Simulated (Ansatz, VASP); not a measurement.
Cs in VASP and in Ansatz

INCAR

```
ALGO = Fast ; EDIFF = 1E-6
ENCUT = 520 ; GGA = PE
ISIF = 2 ; ISMEAR = 0
LASPH = True ; LCHARG = True
LELF = True ; LREAL = False
LVHAR = True ; LWAVE = False
NBANDS = 10 ; NELM = 60
PREC = Accurate ; SIGMA = 0.15
```

File KPOINTS:

```
k-points
0
Gamma
  12 12 12
```

POSCAR

```
Cs
1.0
   -3.2643000000      3.2643000000      2.7807000000
    3.2643000000     -3.2643000000      2.7807000000
    3.2643000000      3.2643000000     -2.7807000000
Cs
1
Direct
    0.0000000000      0.0000000000      0.0000000000
```

Input for Ansatz:

```yaml
crystal:
  lattice:
    - [-3.2643, 3.2643, 2.7807]
    - [3.2643, -3.2643, 2.7807]
    - [3.2643, 3.2643, -2.7807]
  atoms:
    - { symbol: Cs, position: [0.0, 0.0, 0.0] }
basis:
  ecutwfc: 420
kpoints:
  mp_grid: { grid: [12, 12, 12] }
hamiltonian:
  xc: pbe
scf:
  occupations: { method: gaussian, width: 0.15 }
output:
  forces: true
  stress: true
  eigenvalues: true
```

Change from the starting cell: strain +0.080 along x and y, -0.080 along z, atoms carried along.

Alike in both runs: task single point; functional PBE; k mesh 12 × 12 × 12; occupations gaussian, width 0.15 eV; no spin polarisation.

|  | VASP | Ansatz |
| --- | --- | --- |
| version | VASP 6.6.1 | Ansatz 0.2.0 |
| potentials or method | VASP PAW PBE potentials, release 64 (Cs_sv) | scalar-relativistic, plane waves, PAW |
| plane-wave cutoff (eV) | 520 | 420 |
| valence electrons in the cell | 9 | 9 |

|  | VASP | Ansatz | Ansatz less VASP |
| --- | --- | --- | --- |
| gap on the k mesh at the Fermi level (eV) | none | none | - |
| pressure (GPa) | 0.0 | 0.0 | +0.01 |
| largest component of the traceless stress (GPa) | 0.09 | 0.09 | 0.000 |

A gap of «none» marks a metal or a gap that the smearing closes.

Spin-orbit coupling is left out, which matters for the levels of Cs.
